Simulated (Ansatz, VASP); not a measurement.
## Two plane-wave programs on TiAl

The input INCAR:

```
PREC     = Accurate       # precision mode
ENCUT    = 520            # plane-wave cutoff, eV
EDIFF    = 1E-7           # SCF threshold, eV
ISMEAR   = 0              # smearing method
SIGMA    = 0.1            # smearing width, eV
LREAL    = F              # projectors in reciprocal space
LASPH    = T              # aspherical terms in the spheres
NELM     = 100            # most SCF steps
ALGO     = Normal         # electronic algorithm
ISIF     = 2              # what is computed and relaxed
LWAVE    = F              # write WAVECAR
LCHARG   = F              # write CHGCAR
GGA      = PE             # functional
IVDW     = 12             # dispersion correction
NBANDS   = 14             # bands
```

KPOINTS

```
Automatic mesh
0
Gamma
  9 9 4
```

File POSCAR:

```
TiAl
1.0
    2.8672622300      0.0000000000      0.0000000000
   -1.4336311200      2.4831219300      0.0000000000
    0.0000000000      0.0000000000      4.6780830000
Ti Al
1 1
Direct
    0.0000000000      0.0000000000      0.0000000000
    0.3333333300      0.6666666700      0.5000000000
```

Input for Ansatz:

```yaml
crystal:
  lattice:
    - [2.86726223, 0.0, 0.0]
    - [-1.43363112, 2.48312193, 0.0]
    - [0.0, 0.0, 4.678083]
  atoms:
    - { symbol: Ti, position: [0.0, 0.0, 0.0] }
    - { symbol: Al, position: [0.33333333, 0.66666667, 0.5] }
basis:
  ecutwfc: 420
kpoints:
  mp_grid: { grid: [9, 9, 4] }
hamiltonian:
  xc: pbe
  dispersion: d3bj
  pseudopotentials: { kind: paw, azcp: { folder: soft_1 } }
scf:
  occupations: { method: gaussian, width: 0.1 }
output:
  forces: true
  stress: true
  eigenvalues: true
```

The cell comes from a database or a generator and needn't be the stable form of this composition.

Alike in both runs: task single point; functional PBE; dispersion D3(BJ); k mesh 9 × 9 × 4; occupations gaussian, width 0.1 eV; no spin polarisation.

|  | VASP | Ansatz |
| --- | --- | --- |
| version | VASP 6.6.1 | Ansatz 0.2.0 |
| potentials or method | VASP PAW PBE potentials, release 64 (Ti_sv, Al) | scalar-relativistic, plane waves, PAW |
| plane-wave cutoff (eV) | 520 | 420 |
| valence electrons in the cell | 15 | 15 |

|  | VASP | Ansatz | Ansatz less VASP |
| --- | --- | --- | --- |
| gap on the k mesh at the Fermi level (eV) | none | none | - |
| pressure (GPa) | -4.5 | -4.5 | +0.06 |
| largest component of the traceless stress (GPa) | 0.67 | 0.71 | +0.040 |

A gap of «none» marks a metal or a gap that the smearing closes.

Caveats: pairwise dispersion overbinds metals, which lowers pressure and volume.
